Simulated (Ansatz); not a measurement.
AlN:

```xyz
2
Lattice="0.0000 2.0345 2.0345 2.0345 0.0000 2.0345 2.0345 2.0345 0.0000" Properties=species:S:1:pos:R:3 pbc="T T T"
Al    2.0345    2.0345    2.0345
N     0.0000    0.0000    0.0000
```

Measurements of this composition are mostly on another form, of space group No. 186.

Base run:

| Property | Result |
| --- | --- |
| Program | Ansatz 0.2.0 |
| Functional | PBE |
| Potentials or basis | Ansatz PAW |
| Cutoff | 420 eV (not typed: the program's choice for these potentials) |
| k mesh | 11 × 11 × 11 |
| Occupations | fermi-dirac, width 0.05 eV |
| Spin | no spin polarisation |

Its results: band gap on the k mesh 4.58 eV, indirect (least direct gap 5.40 eV); pressure 0.3 GPa.

The run is repeated on the same cell with these changes: functional from PBE to LDA. What comes out?

Band gap on the k mesh 4.42 eV, indirect (least direct gap 5.48 eV); pressure -11.0 GPa.

LDA binds more tightly than PBE, so the same cell stands under less pressure.

Caveats: odd divisions of the mesh miss points on the zone boundary, where band edges often lie, so the gap on the mesh can be too wide (some runs); the k mesh misses the band edges, so the gap on the mesh is wider than the one along the path (some runs); the PAW data sets come from PBE, with cores solved anew for the run's functional, which leaves a small shift of forces and pressure (some runs).
